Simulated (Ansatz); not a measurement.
Structure: BaTe in the zincblende structure, at its r2SCAN minimum. It is cubic, F-43m (No. 216); conventional cell a = 7.828 Å, 59.97 Å³ an atom. Around Ba lie 4 Te at 3.39 Å; around Te lie 4 Ba at 3.39 Å.

```cif
data_structure
_symmetry_space_group_name_H-M 'F-43m'
_symmetry_Int_Tables_number 216
_cell_length_a 7.8283
_cell_length_b 7.8283
_cell_length_c 7.8283
_cell_angle_alpha 90.000
_cell_angle_beta 90.000
_cell_angle_gamma 90.000
_cell_volume 479.74
loop_
_atom_site_label
_atom_site_type_symbol
_atom_site_symmetry_multiplicity
_atom_site_Wyckoff_symbol
_atom_site_fract_x
_atom_site_fract_y
_atom_site_fract_z
_atom_site_occupancy
Ba1 Ba 4 a 0.00000 0.00000 0.00000 1
Te1 Te 4 d 0.25000 0.25000 0.75000 1
```

5 runs of Ansatz 0.2.0 on this cell differ in the functional (and in the settings that go with it). Levels are in eV from each run's valence top; v1 is the last filled band, c1 the first empty one.

Run A, mean stress +2.3 GPa (compression positive):
```tsv
point	v2	v1	c1	c2
Γ	-0.44	-0.44	8.30	11.04
X	0.00	0.00	8.71	10.28
U	-0.30	-0.06	8.89	10.37
```

Run B, mean stress 0.0 GPa (compression positive):
```tsv
point	v2	v1	c1	c2
Γ	-0.43	-0.43	2.94	4.62
X	0.00	0.00	3.20	4.37
U	-0.22	-0.07	3.27	4.42
```

Run C, mean stress -1.5 GPa (compression positive):
```tsv
point	v2	v1	c1	c2
Γ	-0.44	-0.44	2.29	4.06
X	0.00	0.00	2.76	3.76
U	-0.24	-0.08	2.82	3.87
```

Run D, mean stress 0.0 GPa (compression positive):
```tsv
point	v2	v1	c1	c2
Γ	-0.43	-0.43	2.57	4.15
X	0.00	0.00	2.94	3.90
U	-0.23	-0.08	2.99	3.99
```

Run E, mean stress -0.1 GPa (compression positive):
```tsv
point	v2	v1	c1	c2
Γ	-0.43	-0.43	3.41	5.22
X	0.00	0.00	3.72	4.92
U	-0.23	-0.07	3.80	4.98
```

Question: Match the runs to LDA, PBE, r2SCAN, r2SCANh, Hartree-Fock.

Answer: A is Hartree-Fock, B is r2SCAN, C is LDA, D is PBE, E is r2SCANh. In order of the gap: LDA 2.29, PBE 2.57, r2SCAN 2.94, r2SCANh 3.41, Hartree-Fock 8.30 eV.

Simulation only: spin-unpolarised, and no claim that this is the phase found in nature.

No spin-orbit coupling is included; it can move band edges with weight on the heavy atoms by tenths of an eV.

The program warns that its thresholds are loose for a hybrid's stress.

The meshes of the hybrids are coarse, so their gaps aren't converged to the digits shown.
